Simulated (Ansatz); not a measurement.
Runs of Ansatz 0.2.0 on Sb. The structure is trigonal, space group R-3m (No. 166). Conventional cell: a = 4.308 Å, b = 4.308 Å, c = 11.274 Å, α = 90.00°, β = 90.00°, γ = 120.00°. Around Sb (site symmetry 3m) lie 3 Sb at 2.91 Å. 

```tsv
level	pressure (GPa)	relaxed volume (Å³/atom)	largest force (eV/Å)
LDA	0.0	29.25	0.01
revPBE	0.0	32.97	-
PBEsol	0.0	(a)	-
RPBE	0.0	33.48	0.01
```

Alike in all rows: task relaxation of cell and atoms; potentials or basis all-electron LAPW, scalar-relativistic; no spin polarisation; cell relaxed; k mesh 8 × 8 × 8; smearing fermi-dirac 0.05 eV; basis error allowed 0.001 eV/atom.

Question: Fill in the values left out.

Answer: (a) 29.87.

Runs at the PBE level aren't shown here.
